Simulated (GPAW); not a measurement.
PbSe (Clausthalite):

```
Pb Se
1.0
     0.00000    3.06065    3.06065
     3.06065    0.00000    3.06065
     3.06065    3.06065    0.00000
Pb Se
1 1
Cartesian
  0.0000 0.0000 0.0000
  3.0606 3.0606 3.0606
```

Base run:

- Program: GPAW 26.7.0
- Functional: revPBE
- Potentials or basis: the program's PAW data sets (release 1.2.1) made for this functional
- Cutoff: 600 eV
- Basis: pw
- k mesh: 8 × 8 × 8
- Occupations: fermi-dirac, width 0.05 eV
- Spin: no spin polarisation

Its results: band gap on the k mesh 0.30 eV, direct; pressure 3.5 GPa.

Problem. The run is repeated on the same cell with these changes: k mesh from 8 × 8 × 8 to 6 × 6 × 6; spin from no spin polarisation to spin-orbit coupling, no magnetisation. What comes out?

Solution. Band gap on the k mesh 0.36 eV, direct; pressure 3.5 GPa.

Several settings changed at once, so the effect can't be laid on one alone.

Caveats: spin-orbit coupling is left out, which as a rule narrows the gap of such compounds by several tenths of an eV (some runs); spin-orbit coupling was added after a scalar SCF, so levels and gaps hold it while energy, forces, pressure and moments don't (some runs); this program's spin-orbit splittings come out too wide for heavy elements (some runs).
